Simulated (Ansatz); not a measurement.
## Energy, volume and coordination in CdTe₄

Theory: Ansatz 0.2.0, DFT PBE, scalar-relativistic, plane waves, PAW. Settings: cutoff 420 eV, Γ-centred meshes spaced at most about 0.3 Å⁻¹, and about 0.25 Å⁻¹ or finer for metals (2π included), Gaussian smearing. No spin polarisation.

All energies are static (0 K, no zero-point motion). Rows are sorted by volume; energies count from the lowest form computed. Coordination counts Te atoms around Cd (those within 1.25 times the shortest such distance or 1.15 times the sum of covalent radii; a plus sign parts nearer from farther groups; the shortest distance is added where it is long for a bond). The table shows 6 of 8 forms computed.

```tsv
row	form	source	atoms	coordination	V (Å³/atom)	gap on mesh (eV)	ΔE (meV/atom)
1	I4/mmm	invented	5	Cd 6	31.5	0	89
2	Im-3m	invented	5	Cd 8	33.7	0	?
3	P4/mmm	invented	5	Cd 8	34.0	0	0
4	Pm-3m	invented	5	Cd 6	34.3	0	523
5	Pm-3m	invented	5	Cd 12+8 from 4.1 Å	39.1	0	441
6	F-43m	invented	5	Cd 4	65.6	0	448
```

The cell of row 2:

```cif
data_structure
_symmetry_space_group_name_H-M 'P 1'
_symmetry_Int_Tables_number 1
_cell_length_a 6.0252
_cell_length_b 6.0252
_cell_length_c 6.0252
_cell_angle_alpha 109.471
_cell_angle_beta 109.471
_cell_angle_gamma 109.471
_cell_volume 168.38
loop_
_atom_site_label
_atom_site_type_symbol
_atom_site_fract_x
_atom_site_fract_y
_atom_site_fract_z
_atom_site_occupancy
Cd1 Cd 0.00000 0.00000 0.00000 1
Te1 Te 0.50000 0.50000 0.50000 1
Te2 Te 0.50000 0.00000 0.00000 1
Te3 Te 0.00000 0.00000 0.50000 1
Te4 Te 0.00000 0.50000 0.00000 1
```

Question: Estimate the missing energy, and say where the row ranks.

Answer: 174 meV/atom, which puts it above row 1 and below row 5. Counting Te atoms around Cd, row 2 and the lowest form (row 3) both have Cd 8.

An observed structure of this formula, if there is one, may be missing.

Weakly bound directions are ill-defined at this level, which has no dispersion term (P4/mmm), and this can change margins and order among such cells. These runs have no spin–orbit coupling, which can matter for Te. Cells relaxed within their symmetry can be saddle points. Some structure types and database cells were kept out of the candidates from the start, so a known form may be missing.
